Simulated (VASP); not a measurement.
# ScAl3: vacancies and antisites compared, part 4 of 7

Wanted: a map of the native defects of ScAl3, all in one supercell and at one level. The start is a computed cell from the Materials Project.

VASP 6.6.1, plane waves and PAW; the level of theory is named at each step.

So far. Step 5 (Reference Sc): The run ended after 6 ionic steps, 0.008 eV below its first step, once forces and stress met EDIFFG = -0.02. Step 5 (Reference Sc): Energy at zero smearing: -12.49714 eV.

## 6. The defect cell, 31 atoms, defect Sc vacancy

This step: PBE; plane waves and PAW (Sc_sv, Al) (VASP 6.6.1).

System of this step: Sc7Al24. The cell holds 31 atoms: 7 Sc and 24 Al. Its edges and angles: a = 8.207 Å, b = 8.207 Å, c = 8.207 Å, α = 90.0°, β = 90.0°, γ = 90.0°. It derives from ScAl3. Nearest the centre at fractional (0.000, 0.000, 0.000): Al8 at 2.90 Å, Al16 at 2.90 Å, Al12 at 2.90 Å, Al10 at 2.90 Å, Al14 at 2.90 Å, Al19 at 2.90 Å, Al18 at 2.90 Å, Al17 at 2.90 Å.

The host is treated as a metal, since its gap is under 0.3 eV or closed. The run keeps 48 symmetry operations, which cuts the number of k-points but bars distortions that break them. The atoms relax at the host's fixed cell.

INCAR reads:

```
SYSTEM = Sc7Al24
PREC = Normal
ENCUT = 300
EDIFF = 1E-05
NELM = 120
ISMEAR = 1
SIGMA = 0.2
LREAL = Auto
ALGO = Fast
GGA = PE
NBANDS = 96
LASPH = .TRUE.
LORBIT = 11
LWAVE = .FALSE.
LCHARG = .TRUE.
KPAR = 4
NCORE = 2
IBRION = 2
NSW = 50
ISIF = 2
EDIFFG = -0.03
POTIM = 0.4
MAXMIX = 40
ISYM = 2
```

POSCAR reads:

```
Sc7Al24
1.0
    8.2070806470      0.0000000000      0.0000000000
    0.0000000000      8.2070806470      0.0000000000
    0.0000000000      0.0000000000      8.2070806470
Sc Al
7 24
Direct
    0.0000000000      0.0000000000      0.5000000000
    0.0000000000      0.5000000000      0.0000000000
    0.0000000000      0.5000000000      0.5000000000
    0.5000000000      0.0000000000      0.0000000000
    0.5000000000      0.0000000000      0.5000000000
    0.5000000000      0.5000000000      0.0000000000
    0.5000000000      0.5000000000      0.5000000000
    0.2500000000      0.2500000000      0.0000000000
    0.2500000000      0.2500000000      0.5000000000
    0.2500000000      0.7500000000      0.0000000000
    0.2500000000      0.7500000000      0.5000000000
    0.7500000000      0.2500000000      0.0000000000
    0.7500000000      0.2500000000      0.5000000000
    0.7500000000      0.7500000000      0.0000000000
    0.7500000000      0.7500000000      0.5000000000
    0.0000000000      0.2500000000      0.2500000000
    0.0000000000      0.2500000000      0.7500000000
    0.0000000000      0.7500000000      0.2500000000
    0.0000000000      0.7500000000      0.7500000000
    0.5000000000      0.2500000000      0.2500000000
    0.5000000000      0.2500000000      0.7500000000
    0.5000000000      0.7500000000      0.2500000000
    0.5000000000      0.7500000000      0.7500000000
    0.2500000000      0.0000000000      0.2500000000
    0.2500000000      0.0000000000      0.7500000000
    0.2500000000      0.5000000000      0.2500000000
    0.2500000000      0.5000000000      0.7500000000
    0.7500000000      0.0000000000      0.2500000000
    0.7500000000      0.0000000000      0.7500000000
    0.7500000000      0.5000000000      0.2500000000
    0.7500000000      0.5000000000      0.7500000000
```

KPOINTS reads:

```
Automatic mesh
0
Monkhorst-Pack
3 3 3
0 0 0
```

PAW data sets: Sc_sv and Al (PBE family, release 64).

Command:

```console
mpirun -np 8 vasp_std
```

The program printed:

```text
[banner, memory and clock lines left out]
running    8 mpi-ranks, on    1 nodes
 distrk:  each k-point on    2 cores,    4 groups
 distr:  one band on    2 cores,    1 groups

 POSCAR found type information on POSCAR ScAl
 POSCAR found :  2 types and      31 ions
 LDA part: xc-table for (Slater+PW92), standard interpolation
 POSCAR, INCAR and KPOINTS ok, starting setup
 FFT: planning ... GRIDC
 FFT: planning ... GRID_SOFT
 FFT: planning ... GRID
 WAVECAR not read
 entering main loop
       N       E                     dE             d eps       ncg     rms          rms(c)
DAV:   1     0.121325418981E+04    0.12133E+04   -0.46320E+04   952   0.900E+02
DAV:   2    -0.263097443020E+02   -0.12396E+04   -0.12142E+04   984   0.453E+02
DAV:   3    -0.143920799175E+03   -0.11761E+03   -0.11096E+03  1296   0.147E+02
DAV:   4    -0.152321388574E+03   -0.84006E+01   -0.80798E+01  1264   0.347E+01
DAV:   5    -0.152550266603E+03   -0.22888E+00   -0.22544E+00  1240   0.670E+00    0.229E+01
RMM:   6    -0.145001742770E+03    0.75485E+01   -0.19401E+01   839   0.226E+01    0.712E+00
RMM:   7    -0.146437384389E+03   -0.14356E+01   -0.28303E+01   942   0.117E+01    0.452E+00
RMM:   8    -0.145880010589E+03    0.55737E+00   -0.15831E+00   851   0.603E+00    0.441E+00
RMM:   9    -0.145593617312E+03    0.28639E+00   -0.23084E+00   900   0.423E+00    0.231E+00
RMM:  10    -0.145590411462E+03    0.32058E-02   -0.62206E-01   952   0.251E+00    0.111E+00
RMM:  11    -0.145579664867E+03    0.10747E-01   -0.43301E-02   950   0.743E-01    0.577E-01
RMM:  12    -0.145573750823E+03    0.59140E-02   -0.91658E-02   933   0.101E+00    0.184E-01
RMM:  13    -0.145573087807E+03    0.66302E-03   -0.27523E-02   856   0.851E-01    0.182E-01
RMM:  14    -0.145571498339E+03    0.15895E-02   -0.45032E-03   808   0.486E-01    0.564E-02
RMM:  15    -0.145571806832E+03   -0.30849E-03   -0.31810E-03   861   0.127E-01    0.658E-02
RMM:  16    -0.145571887925E+03   -0.81093E-04   -0.92373E-04   941   0.842E-02    0.593E-02
RMM:  17    -0.145571801728E+03    0.86197E-04   -0.23531E-04   822   0.711E-02    0.329E-02
RMM:  18    -0.145571805820E+03   -0.40916E-05   -0.17533E-04   758   0.354E-02    0.953E-03
RMM:  19    -0.145571811421E+03   -0.56010E-05   -0.44648E-05   599   0.323E-02
   1 F= -.14557181E+03 E0= -.14556098E+03  d E =-.145572E+03
 curvature:   0.00 expect dE= 0.000E+00 dE for cont linesearch  0.000E+00
 trial: gam= 0.00000 g(F)=  0.883E-01 g(S)=  0.000E+00 ort = 0.000E+00 (trialstep = 0.100E+01)
 search vector abs. value=  0.883E-01
 bond charge predicted
       N       E                     dE             d eps       ncg     rms          rms(c)
DAV:   1    -0.145650311352E+03   -0.78506E-01   -0.44329E-01   960   0.144E+00    0.275E-01
RMM:   2    -0.145663098689E+03   -0.12787E-01   -0.10410E-01   877   0.143E+00    0.476E-01
RMM:   3    -0.145652886086E+03    0.10213E-01   -0.17205E-02   829   0.804E-01    0.322E-01
RMM:   4    -0.145652122629E+03    0.76346E-03   -0.92955E-03   857   0.267E-01    0.175E-01
RMM:   5    -0.145652084188E+03    0.38442E-04   -0.31071E-03   907   0.165E-01    0.150E-01
RMM:   6    -0.145652240346E+03   -0.15616E-03   -0.36233E-04   808   0.688E-02    0.152E-01
RMM:   7    -0.145652176507E+03    0.63839E-04   -0.13077E-02  1159   0.348E-01    0.122E-01
RMM:   8    -0.145651745471E+03    0.43104E-03   -0.78405E-04   866   0.123E-01    0.704E-02
RMM:   9    -0.145651757876E+03   -0.12405E-04   -0.12667E-04   720   0.393E-02    0.571E-02
RMM:  10    -0.145651738670E+03    0.19206E-04   -0.32800E-05   561   0.338E-02    0.536E-02
RMM:  11    -0.145651709345E+03    0.29325E-04   -0.41125E-05   566   0.207E-02    0.438E-02
RMM:  12    -0.145651681790E+03    0.27555E-04   -0.29724E-05   545   0.204E-02    0.358E-02
RMM:  13    -0.145651647277E+03    0.34513E-04   -0.37942E-04   973   0.551E-02    0.899E-03
RMM:  14    -0.145651647844E+03   -0.56702E-06   -0.15750E-05   496   0.221E-02
   2 F= -.14565165E+03 E0= -.14564001E+03  d E =-.798364E-01
[...]
3 F= -.14575223E+03 E0= -.14574013E+03  d E =-.180417E+00
[...]
4 F= -.14570636E+03 E0= -.14569769E+03  d E =-.134549E+00
[...]
5 F= -.14577193E+03 E0= -.14576052E+03  d E =-.200119E+00
[...]
6 F= -.14577210E+03 E0= -.14576059E+03  d E =-.200291E+00
 curvature:  -1.90 expect dE=-0.108E-02 dE for cont linesearch -0.256E-05
 ZBRENT: accuracy reached
 trial: gam= 0.00249 g(F)=  0.565E-03 g(S)=  0.000E+00 ort = 0.345E-03 (trialstep = 0.165E+01)
 search vector abs. value=  0.567E-03
 bond charge predicted
       N       E                     dE             d eps       ncg     rms          rms(c)
DAV:   1    -0.145772795992E+03   -0.69686E-03   -0.79246E-03   856   0.207E-01    0.507E-02
RMM:   2    -0.145772878233E+03   -0.82240E-04   -0.13005E-03   848   0.144E-01    0.244E-01
RMM:   3    -0.145772761830E+03    0.11640E-03   -0.69565E-04   836   0.143E-01    0.710E-02
RMM:   4    -0.145772813816E+03   -0.51986E-04   -0.42834E-04   748   0.463E-02    0.710E-02
RMM:   5    -0.145772811396E+03    0.24192E-05   -0.60100E-05   642   0.398E-02
   7 F= -.14577281E+03 E0= -.14576124E+03  d E =-.709046E-03
 trial-energy change:   -0.000709  1 .order   -0.000670   -0.000934   -0.000406
 step:   2.9193(harm=  2.9193)  dis= 0.00278  next Energy=  -145.772928 (dE=-0.826E-03)
 reached required accuracy - stopping structural energy minimisation
```

The job ended after 86 s (8 MPI ranks of Intel Xeon Platinum 8488C (Sapphire Rapids), shared host; peak memory 2 GiB).

From OUTCAR (step 6):

```text
   k-points           NKPTS =      4   k-points in BZ     NKDIM =      4   number of bands    NBANDS=     96

   NELECT =     149.0000    total number of electrons

 E-fermi :   6.8244

 k-point     1 :       0.0000    0.0000    0.0000
  band No.  band energies     occupation
    ...
     70       6.3906      2.00891
     71       6.3906      2.00891
     72       6.8665      0.65229
     73       6.8665      0.65229
     74       6.8666      0.65229
     75       7.7471     -0.00000
     76       7.7471     -0.00000
     77       7.7471     -0.00000
     78       7.8820     -0.00000
     79       7.9463     -0.00000
    ...

  Total       -3.7032981     -3.7032981     -3.7032981      0.0000000     -0.0000000     -0.0000000
  in kB      -10.7332971    -10.7332971    -10.7332971      0.0000000     -0.0000000     -0.0000000
  external PRESSURE =     -10.7332971 kB  Pullay stress =       0.0000000 kB

 POSITION                                       TOTAL-FORCE (eV/Angst)
 -----------------------------------------------------------------------------------
      0.00000      0.00000      4.10354        -0.000000     -0.000000      0.000000
      0.00000      4.10354      0.00000        -0.000000     -0.000000      0.000000
      0.00000      4.10354      4.10354        -0.000000     -0.000000      0.000000
      4.10354      0.00000      0.00000        -0.000000     -0.000000      0.000000
      4.10354      0.00000      4.10354        -0.000000     -0.000000      0.000000
      4.10354      4.10354      0.00000        -0.000000     -0.000000      0.000000
      4.10354      4.10354      4.10354        -0.000000     -0.000000      0.000000
      2.00180      2.00180      0.00000         0.001030      0.001030      0.000000
      2.04255      2.04255      4.10354        -0.010686     -0.010686      0.000000
      2.00180      6.20528      0.00000         0.001030     -0.001030      0.000000
      2.04255      6.16454      4.10354        -0.010686      0.010686      0.000000
      6.20528      2.00180      0.00000        -0.001030      0.001030      0.000000
      6.16454      2.04255      4.10354         0.010686     -0.010686      0.000000
      6.20528      6.20528      0.00000        -0.001030     -0.001030      0.000000
      6.16454      6.16454      4.10354         0.010686      0.010686      0.000000
      0.00000      2.00180      2.00180        -0.000000      0.001030      0.001030
      0.00000      2.00180      6.20528        -0.000000      0.001030     -0.001030
      0.00000      6.20528      2.00180        -0.000000     -0.001030      0.001030
      0.00000      6.20528      6.20528        -0.000000     -0.001030     -0.001030
      4.10354      2.04255      2.04255        -0.000000     -0.010686     -0.010686
      4.10354      2.04255      6.16454        -0.000000     -0.010686      0.010686
      4.10354      6.16454      2.04255        -0.000000      0.010686     -0.010686
      4.10354      6.16454      6.16454        -0.000000      0.010686      0.010686
      2.00180      0.00000      2.00180         0.001030      0.000000      0.001030
[...]
-----------------------------------------------------------------------------------
    total drift:                               -0.000000     -0.000000      0.000000

  FREE ENERGIE OF THE ION-ELECTRON SYSTEM (eV)
  ---------------------------------------------------
  free  energy   TOTEN  =      -145.7728113963 eV

  energy  without entropy=     -145.7380925851  energy(sigma->0) =     -145.76123846

[... 7 parts as in an earlier step ...]

[... 8 further parts left out ...]
```

Step by step:

```
step  energy less that of the first step (eV)  largest force (eV/Å)
   1                                   0.0000                0.4317
   2                                  -0.0798                0.3392
   3                                  -0.1804                0.1436
   4                                  -0.1345                0.2578
   5                                  -0.2001                0.0331
   6                                  -0.2003                0.0347
   7                                  -0.2010                0.0151
```

The atoms that moved most (Å):

```
atom      dx      dy      dz  length
 Al8  -0.050  -0.050   0.000   0.071
Al16   0.000  -0.050  -0.050   0.071
Al12   0.050  -0.050   0.000   0.071
Al10  -0.050   0.050   0.000   0.071
Al14   0.050   0.050   0.000   0.071
Al19   0.000   0.050   0.050   0.071
Al18   0.000   0.050  -0.050   0.071
Al17   0.000  -0.050   0.050   0.071
```

Final coordinates:

```xyz
31
Lattice="8.2071 0.0000 0.0000 0.0000 8.2071 0.0000 0.0000 0.0000 8.2071" Properties=species:S:1:pos:R:3 pbc="T T T"
Sc    0.0000    0.0000    4.1035
Sc    0.0000    4.1035    0.0000
Sc    0.0000    4.1035    4.1035
Sc    4.1035    0.0000    0.0000
Sc    4.1035    0.0000    4.1035
Sc    4.1035    4.1035    0.0000
Sc    4.1035    4.1035    4.1035
Al    2.0018    2.0018    0.0000
Al    2.0425    2.0425    4.1035
Al    2.0018    6.2053    0.0000
Al    2.0425    6.1645    4.1035
Al    6.2053    2.0018    0.0000
Al    6.1645    2.0425    4.1035
Al    6.2053    6.2053    0.0000
Al    6.1645    6.1645    4.1035
Al    0.0000    2.0018    2.0018
Al    0.0000    2.0018    6.2053
Al    0.0000    6.2053    2.0018
Al    0.0000    6.2053    6.2053
Al    4.1035    2.0425    2.0425
Al    4.1035    2.0425    6.1645
Al    4.1035    6.1645    2.0425
Al    4.1035    6.1645    6.1645
Al    2.0018    0.0000    2.0018
Al    2.0018    0.0000    6.2053
Al    2.0425    4.1035    2.0425
Al    2.0425    4.1035    6.1645
Al    6.2053    0.0000    2.0018
Al    6.2053    0.0000    6.2053
Al    6.1645    4.1035    2.0425
Al    6.1645    4.1035    6.1645
```

This step gave:

```
electronic cycles       : 68
electrons               : 149
free energy (TOTEN)     : -145.7728 eV
energy at zero smearing : -145.7612 eV
Fermi energy            : 6.824 eV
```

Valence density in the ac plane at fractional y = 0.000, through the centre, with atoms of Sc and Al within 0.45 Å of it. It is the smooth field of the valence electrons, not physical close to the nuclei.

Ten steps, logarithmic in the rise over the least value, from '0' (0.01 × 1e0 e/Å³) to '9' (9.07 × 1e0 e/Å³), each cell a mean:
```
00001111258997321111000
00011222235764222211000
00112222223332222221100
11112222221112222222111
11221012221112221012211
11221001221112221002221
12222112221112221112221
22222222221112222222222
43222222223332222222223
76322222236775222222247
98521111258997311111369
98521111258997311111379
87421111247886311111358
54222222224553222222235
22222222222222222222222
12222222221112222122221
12221002221112221012221
11221002221112221002221
11121112221112222112211
01112222222222222221110
00011222224553222221100
00011122247886322111000
00001111258997421111000
```
Columns run along a (8.2 Å), rows up along c (8.2 Å). Atoms in or near the plane, at fractional coordinates: Sc at (0.00, 0.50), Sc at (0.50, 0.00), Sc at (0.50, 0.50), Al at (0.24, 0.24), Al at (0.24, 0.76), Al at (0.76, 0.24), Al at (0.76, 0.76).

The run ended after 7 ionic steps, 0.201 eV below its first step, once the forces on the free atoms met EDIFFG = -0.03.

The 12 first neighbours (Al) lie 2.90 Å from the site in the perfect crystal and 2.83 Å on average after the relaxation (-2.4 %).

## 7. Energies of this defect, 31 atoms, defect vacancy, element Sc

This step: point defect, PBE; plane waves and PAW (VASP 6.6.1).

Derived from the runs above.

This step gave:

* formation energy of the neutral defect: 2.181 eV
* host formation enthalpy: -0.4439 eV/atom

Formation energy:

```
formation energy (eV)  largest move (Å)
                2.181           0.07067
```

E_f is E(defect cell) less E(perfect cell), corrected for the atoms exchanged with their references.

References, in eV an atom: Al -3.750 (crystal Fm-3m) and Sc -6.249 (crystal P6_3/mmc). They were run at the supercell's cutoff and functional, without U, and count both elements from their own phases.

The formation energy is 2.181 eV, and the largest move of an atom 0.07 Å.

(Part 4 of 7 ends here.)

[Lines on the potential files, build, host, timing and source positions are cut from VASP's logs without a mark.]

[Logs are printed without paths, hosts, clocks, repeated set-up lines and the standing remarks that a program may print on its own settings, such as how far it seeks lower states.]

[Hosts, paths, dates, database ids (printed as entryN), source tags and the programs' standing remarks are cut or masked in the printed files.]

[In band tables of VASP the shares of atoms and orbitals are scaled to a sum of 1 inside the atoms' spheres.]

[Runs that stopped without an error message from VASP are left out.]
